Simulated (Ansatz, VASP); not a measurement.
## B: VASP beside Ansatz

```
B
1.0
     1.70243    0.00000    0.00000
    -0.85122    1.36377    0.00000
     0.00000    0.00000    3.63542
B
1
Cartesian
  0.0000 0.0000 0.0000
```

Change from the starting cell: strain -0.0750 x Voigt [0, 1, 0, 0, 0, 0], atoms carried along.

Alike in both runs: task single point; functional PBE; dispersion D3(BJ); k mesh 33 × 33 × 14; occupations gaussian, width 0.15 eV; no spin polarisation.

```csv
,VASP,Ansatz
version,VASP 6.6.1,Ansatz 0.2.0
potentials or method,"VASP PAW PBE potentials, release 64 (B)","scalar-relativistic, plane waves, PAW"
plane-wave cutoff (eV),520,420
valence electrons in the cell,3,3
```

Ansatz gave:

```
gap on the k mesh at the Fermi level (eV)       : none
pressure (GPa)                                  : 27.6
largest component of the traceless stress (GPa) : 42.58
```

Which values does VASP return?

gap on the k mesh at the Fermi level (eV): none; pressure (GPa): 27.6; largest component of the traceless stress (GPa): 42.68.

A gap of «none» marks a metal or a gap that the smearing closes.

Caveats: so large a pressure means that the cell lies far from this level's equilibrium, or that cutoff or potentials fall short (VASP); pairwise dispersion overbinds metals, which lowers pressure and volume.
